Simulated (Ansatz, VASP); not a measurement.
# Si2W: VASP beside Ansatz

```
W Si
1.0
     0.00000    2.94923    2.94923
     2.94923    0.00000    2.94923
     2.94923    2.94923    0.00000
W Si
1 2
Direct
  0.00000 0.00000 0.00000
  0.25000 0.25000 0.25000
  0.75000 0.75000 0.75000
```

Measurements of this composition are mostly on another form, of space group No. 139.

Alike in both runs: task single point; functional PBE; k mesh 9 × 9 × 9; occupations fermi-dirac, width 0.08 eV; no spin polarisation.

|  | VASP | Ansatz |
| --- | --- | --- |
| version | VASP 6.6.1 | Ansatz 0.2.0 |
| potentials or method | VASP PAW PBE potentials, release 64 (W_sv, Si), cutoff 520 eV | all-electron LAPW, scalar-relativistic |

```csv
,VASP,Ansatz,Ansatz less VASP
pressure (GPa),0.0,0.0,-0.07
```

Ansatz ran all-electron here, so the differences hold the error of VASP's frozen core and of both bases.

The runs have no spin-orbit coupling, so splittings on W are missing.
